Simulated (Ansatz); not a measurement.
**Sr: what relativity and spin–orbit coupling change**

```
Sr
1.0
    -2.42500    2.42500    2.42500
     2.42500   -2.42500    2.42500
     2.42500    2.42500   -2.42500
Sr
1
Direct
  0.00000 0.00000 0.00000
```

The cell is a measured one (Crystallography Open Database entry 9008551); the temperature and pressure of the measurement aren't taken into account, and nothing was relaxed. It was measured hot, at 887 K.

One fixed cell is solved with PBE by PAW (frozen-core files) in Ansatz 0.2.0 under different relativistic treatments. Pressure is positive in compression.

Settings: a Γ-centred 10×10×10 k mesh, Fermi–Dirac smearing of 0.05 eV, cutoff 420 eV, no spin polarisation.

```
                 setting  P (GPa)  lowest level at Γ above −25 eV, from the valence-band top or, without a gap, the Fermi level (eV)
     scalar-relativistic    -0.60                                                                                                  ?
with spin–orbit coupling    -0.60                                                                                                  ?
```

Give the missing entry: row "with spin–orbit coupling", column "lowest level at Γ above −25 eV, from the valence-band top or, without a gap, the Fermi level (eV)".

-19.37.

Give the missing entry: row "scalar-relativistic", column "lowest level at Γ above −25 eV, from the valence-band top or, without a gap, the Fermi level (eV)".

-18.58.
